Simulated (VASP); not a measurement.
Set up this calculation in VASP 6.6.1, as the native input.

```
Task                   : single point
Functional             : LDA
Potentials or basis    : VASP PAW LDA potentials, release 64 (Be)
Cutoff                 : 520 eV
k mesh                 : 2 × 2 × 2
Occupations            : fermi-dirac, width 0.24 eV
Spin                   : no spin polarisation
Dipole correction      : no
Further INCAR settings : LREAL = Auto; ALGO = Fast; EDIFF = 1e-07; NBANDS = 60
```

The structure of Be lies in POSCAR:

```
Be
1.0
    6.8700000000      0.0000000000      0.0000000000
   -3.4350000000      5.9495950000      0.0000000000
    0.0000000000      0.0000000000      7.1768600000
Be
36
Direct
   -0.0585209261      0.0362041450      0.0163720624
    0.1693985019      0.3036004972      0.2954216747
    0.0580498388      0.0357503326      0.4915102148
    0.1302829621      0.1958788792      0.7993189222
    0.0418114051      0.3564612381      0.0409092556
    0.0577357405      0.5214976818      0.3117658698
   -0.0011903109      0.3161055500      0.5137065513
    0.1176766556      0.5343052762      0.7489069036
    0.0005472213      0.6257232635     -0.0065906260
    0.0915452076      0.8264091926      0.2312989246
   -0.0159280017      0.6922488001      0.4766987234
    0.1157381828      0.8861779667      0.7568908966
    0.2654559812     -0.0219846897      0.0039014276
    0.4441892065      0.1948704071      0.2394501216
    0.3173963224     -0.1054693639      0.5178169840
    0.4348405832      0.1592881532      0.7690131896
    0.3008534161      0.3002221160      0.0173752867
    0.5009236659      0.5385576665      0.2193299019
    0.3859729826      0.2904903611      0.5321268633
    0.4471264655      0.5150098452      0.7763701675
    0.3506556913      0.6813404946      0.0128468439
    0.5430334755      0.8980611285      0.2540665416
    0.3300955196      0.6138737175      0.4924298370
    0.4276724698      0.8120552744      0.7287309492
    0.6373907506     -0.0100511043      0.0094191610
    0.8213479461      0.2068880319      0.2764718832
    0.6477527209     -0.0319181390      0.5001490903
    0.8135871537      0.2230403918      0.7937175868
    0.6586476647      0.3064074109      0.0488653812
    0.7903682116      0.5640552004      0.2769456280
    0.7303582783      0.3480236890      0.5227355696
    0.8203651855      0.5800899053      0.7664772616
    0.7255401185      0.6549521438     -0.0115510126
    0.7838293972      0.8355190563      0.3026671831
    0.6629571806      0.6524645795      0.5105575419
    0.7984105563      0.8716391620      0.7058239955
```

The cell was built by a generator and needn't be a form met in nature.

The input as run:

INCAR

```
SYSTEM = Be
ALGO = Fast
EDIFF = 1E-7
ENCUT = 520
ISIF = 2
ISMEAR = -1
LASPH = .True.
LCHARG = .False.
LREAL = Auto
LWAVE = .False.
NBANDS = 60
NELM = 80
PREC = Accurate
SIGMA = 0.24
```

KPOINTS

```
k-points
0
Gamma
  2 2 2
  0 0 0
```

Potentials or basis: VASP PAW LDA potentials, release 64 (Be).

Run with:

```console
$ cat potpaw_LDA.64/Be/POTCAR > POTCAR
$ mpirun -np 1 vasp_std > vasp.out
```

Results of the run:

- Pressure: 2.7 GPa
- Largest force: 3.400 eV/Å
- Band gap on the k mesh: none (metal or under the smearing width)

Caveat: the k mesh is coarse (spacing up to 0.53 Å⁻¹), so the values aren't converged; forces of over 1 eV/Å show positions far from the minimum, so gaps and moduli don't describe the material at rest.

Wall time 3 min on 1 thread of AMD EPYC 9R45 (Zen 5), with other jobs on the host, peak memory 0.29 GiB.
